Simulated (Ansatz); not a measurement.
**What pressure 0.7 GPa does to Ti3SiC2**

Base system: Ti3SiC2 (space group P6_3/mmc, No. 194; a = 3.042 Å, c = 17.577 Å).

Perturbation: a hydrostatic pressure of 0.7 GPa.

Calculations: DFT with PBEsol, PAW potentials and a 420 eV plane-wave cutoff in Ansatz (a program for electronic structure), no spin-orbit coupling. Γ-centred 14×14×3 mesh, Fermi–Dirac width 0.05 eV.

| quantity | base | changed | shift |
|---|---|---|---|
| volume per atom | 11.74 Å³ | 11.70 Å³ | -0.04 Å³ |
| density | 4.61 g/cm³ | 4.63 g/cm³ | +0.02 g/cm³ |
| lattice parameter a | 3.042 Å | 3.039 Å | -0.0036 Å |
| shortest interatomic distance | 2.074 Å | 2.073 Å | -0.0017 Å |
| enthalpy H = E + PV relative to the base's energy | – | +0.05 eV/atom | – |
| band gap | zero | zero | – |

Load acts through the strain it causes; cell and atoms are relaxed under it. Whether these cells are dynamically stable was not tested. All final runs are without spin polarisation.
